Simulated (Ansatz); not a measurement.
A film clamped to a substrate in Tl

Theory: Ansatz 0.2.0, DFT PBE+D3(BJ), scalar-relativistic, plane waves, PAW. The runs took a 420 eV cutoff, a Γ-centred 18×18×18 mesh and Gaussian smearing (0.15 eV). Spin–orbit coupling is left out, which can shift energies with elements as heavy as these. No spin polarisation. Energies are free energies at this smearing, counted from the undisturbed cell; pressure is positive in compression.

The undisturbed cell (as given, not relaxed at this level; it stands at 0.3 GPa; this bcc form isn't the usual structure):

```
CELL_PARAMETERS angstrom
-1.94100 1.94100 1.94100
1.94100 -1.94100 1.94100
1.94100 1.94100 -1.94100
ATOMIC_POSITIONS crystal
Tl 0.00000 0.00000 0.00000
```

The cell (1 atom, V0 = 29.25 Å³) is strained by p along both x and y and by q along z, fractional coordinates fixed. τp = (1/V0) ∂E/∂p = (σxx + σyy)(1 + p)(1 + q) and τq = (1/V0) ∂E/∂q = σzz(1 + p)², with tension positive.

| p | q | ΔE (meV/atom) | τp (GPa) | τq (GPa) |
| --- | --- | --- | --- | --- |
| 0.000 | 0.000 | 0.00 | -0.65 | -0.33 |
| -0.025 | 0.000 | 11.91 | -4.76 | -1.96 |
| 0.025 | 0.000 | 4.35 | 2.42 | 1.12 |
| 0.000 | -0.025 | 3.82 | -2.33 | -1.38 |
| 0.000 | 0.025 | 0.74 | 0.74 | 0.64 |

Question: Get the second derivatives of the energy density.

Answer: Central differences give A = ∂τp/∂p = 144 GPa (C11 + C22 + 2 C12), C = ∂τq/∂q = 40 GPa (C33) and the cross term B = ∂τq/∂p = 62 GPa (C13 + C23); ∂τp/∂q = 61 GPa must equal B, and any difference shows higher-order terms. The ions are clamped. In a cubic crystal C11 = C = 40, C12 = B/2 = 31 GPa and A should be 2(C11 + C12) = 142 GPa; the bulk modulus is (C11 + 2 C12)/3 = 34 GPa.

Question: A film of this crystal grows with z along the normal on a substrate that imposes p. How does its thickness respond, and what does the misfit cost?

Answer: Count p and q from the stress-free cell. A free surface needs τq = 0, so q = −(B/C) p = -1.52 p. The energy density left is (A − B²/C) p²/2 = M p², with the biaxial modulus M = 24.9 GPa; a misfit of 1 % costs 0.45 meV/atom, against 1.31 meV/atom if the thickness were held.

In a metal these slopes depend on the k mesh and the smearing.